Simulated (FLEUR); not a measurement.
Runs of FLEUR MaX-R8.1 (later development tree) on LiF (Griceite). Symmetry: Fm-3m, No. 225, cubic system. The conventional cell has a = 4.028 Å, b = 4.028 Å, c = 4.028 Å, α = 90.00°, β = 90.00°, γ = 90.00°. F (site symmetry m-3m) has 6 Li at 2.01 Å as nearest neighbours. Around Li (site symmetry m-3m) lie 6 F at 2.01 Å. 

```tsv
task	level	gmax	muffin-tin radii	max iterations	mixing factor	mixer	kmax	gap on the mesh (eV)	V0 of scaled cells (Å³/atom)	B0 (GPa)
band structure	AM05	12.7 1/bohr	F 1.76, Li 1.76 bohr	60	0.05	Anderson	4.1 1/bohr	9.08	-	-
band structure	WC	12.7 1/bohr	F 1.76, Li 1.76 bohr	60	0.05	Anderson	4.1 1/bohr	(b)	-	-
single point	PBE	13.1 1/bohr	F 1.71, Li 1.71 bohr	60	0.05	Anderson	4.21 1/bohr	9.05	-	-
equation of state	PBE	13.1 1/bohr	F 1.71, Li 1.71 bohr	-	-	-	4.21 1/bohr	-	8.38	67
band structure	BLYP	12.7 1/bohr	F 1.76, Li 1.76 bohr	60	0.05	Anderson	4.1 1/bohr	9.22	-	-
equation of state	AM05	13.1 1/bohr	F 1.71, Li 1.71 bohr	-	-	-	4.21 1/bohr	-	8.22	(c)
equation of state	WC	13.1 1/bohr	F 1.71, Li 1.71 bohr	-	-	-	4.21 1/bohr	-	(a)	73
```

Alike in all rows: potentials or basis all-electron, FLAPW; no spin polarisation; cell as given; k mesh 11 × 11 × 11; smearing fermi-dirac 0.05 eV.

Q: Estimate the missing entries.

A: (a) 8.05; (b) 8.92; (c) 69.

Caveats: an odd mesh through Γ misses points on the zone boundary, where band edges often lie (some runs).

Not every run made on this cell is shown here.
